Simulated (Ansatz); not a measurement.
## RbBr (distorted cell): a check of forces and pressure against finite differences, step by step

Computed with Ansatz 0.2.0 through its Python package.

Interactive session:
```pycon
>>> from dataclasses import dataclass
>>> import ansatz as az
>>> import numpy as np
>>> @dataclass
... class Settings:
...     functional: str = "pbe"
...     occupations: str = "fixed"
...     cutoff: int = 540
...     kgrid: tuple[int, ...] = (3, 3, 3)
...     scf_tol: float = 1e-09
...
>>> settings = Settings()
>>> VECTORS = np.array([
...     [0.0, 3.427, 3.427],
...     [3.427, 0.0, 3.427],
...     [3.427, 3.427, 0.0],
... ])
>>> SITES = [
...     ("Rb", (0.9936, 0.01266, 0.00805)),
...     ("Br", (0.54288, 0.4816, 0.45663)),
... ]
>>> def crystal_on(cell):
...     crystal = az.Crystal(lattice=az.Lattice.of(cell))
...     for symbol, position in SITES:
...         crystal = crystal.atom(symbol, position)
...     return crystal
...
>>> def solve(crystal):
...     return (
...         crystal.calculation()
...         .functional(settings.functional)
...         .occupations(settings.occupations)
...         .basis(settings.cutoff, xc_grid=2)
...         .kpoints(*settings.kgrid)
...         .scf(tolerance=settings.scf_tol)
...         .forces()
...         .stress()
...         .run(threads=1)
...     ).report
...
>>> centre = solve(crystal_on(VECTORS))
DeckWarning: output.stress: scf.convergence.dr2_threshold = 1e-9 eV is looser than the 2e-10 eV advised for a printed stress (1e-10 eV for each atom of the cell: 2). What an SCF threshold leaves in a stress goes as its square root, and in the free energy as [...]
>>> start = crystal_on(VECTORS)
>>> # central difference: F = -(E(+h) - E(-h)) / 2h
>>> print(f"force on atom 1 along z: analytic {centre['forces_ev_ang'][1][2]:.4f} eV/A")
force on atom 1 along z: analytic -0.0690 eV/A
>>> for h in (0.004, 0.016):
...     shift = np.eye(3)[2] * h @ np.linalg.inv(VECTORS)
...     plus, minus = (solve(start.move(1, to=np.array(SITES[1][1]) + sign * shift))["lagrangian_ev"] for sign in (1, -1))
...     print(f"  step {h} A: numerical {-(plus - minus) / (2 * h):.4f} eV/A")
...
  step 0.004 A: numerical -0.0690 eV/A
  step 0.016 A: numerical -0.0690 eV/A
>>> # P = -dF/dV; the difference feels the change of the plane-wave count with the cell
>>> volume = abs(np.linalg.det(VECTORS))
>>> larger, smaller = (solve(crystal_on(VECTORS * (1 + sign * 0.005) ** (1 / 3)))["lagrangian_ev"] for sign in (1, -1))
>>> numerical = -(larger - smaller) / (0.01 * volume) * 160.21766
>>> print(f"pressure: analytic {np.trace(centre['stress_gpa']) / 3:.3f}, numerical {numerical:.3f} GPa")
pressure: analytic 1.449, numerical 1.449 GPa
```

What to keep in mind:
- The k-point mesh is coarse, and energy and stress weren't tested for convergence.
- Of the deposited cell: the entry's cell lengths or inner coordinates differ somewhat from later room-temperature determinations.
- Pressure is positive in compression.
- The cell is a database structure, distorted on purpose.
- Warnings are shown shortened and without file and line.
- The central difference errs as the square of the step, so the shorter step is the fairer test; what remains comes from the finite grid and the SCF threshold.
- It ran for 8.3 s on 1 thread of Intel(R) Xeon(R) 6975P-C (Granite Rapids), on a shared host, peak memory 0.42 GiB.

(Lines on the test bed's own set-up are left out of the output.)
